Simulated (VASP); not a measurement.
# Sb: equation of state with PBEsol

Crystal: Sb.

```
Sb
1.0
     3.07037    0.00000    0.00000
     0.00000    3.07037    0.00000
     0.00000    0.00000    3.07037
Sb
1
Direct
  0.00000 0.00000 0.00000
```

This isn't the form of Sb at room conditions, which is rhombohedral.

| Quantity | Value |
| --- | --- |
| Program | VASP 6.6.1 |
| Task | equation of state |
| Functional | PBEsol |
| Potentials or basis | VASP PAW PBE potentials, release 64 (Sb) |
| Cutoff | 520 eV |
| k mesh | 8 × 8 × 8 |
| Occupations | fermi-dirac, width 0.05 eV |
| Spin | no spin polarisation |
| Ladder | gaps |
| Further INCAR settings | ALGO = Fast; EDIFF = 1e-06 |

The equilibrium volume is 28.94 Å³/atom. The bulk modulus is 65 GPa and the pressure derivative of the bulk modulus is 4.3 (rough: it moves with the points fitted).

Energy against volume, from the lowest point:
```
volume (Å³/atom)  energy (meV/atom)
          27.787              10.02
          28.366               2.40
          28.945               0.00
          29.524               2.32
          30.103               8.86
```

All runs of the series together: 21 s on 1 thread of Intel(R) Xeon(R) Platinum 8259CL CPU @ 2.50GHz (Skylake/Cascade Lake) (shared host).

Caveat: the PAW data sets were made with another functional, which shifts forces and pressure a little. Spin-orbit coupling is left out, which matters for the levels of Sb.
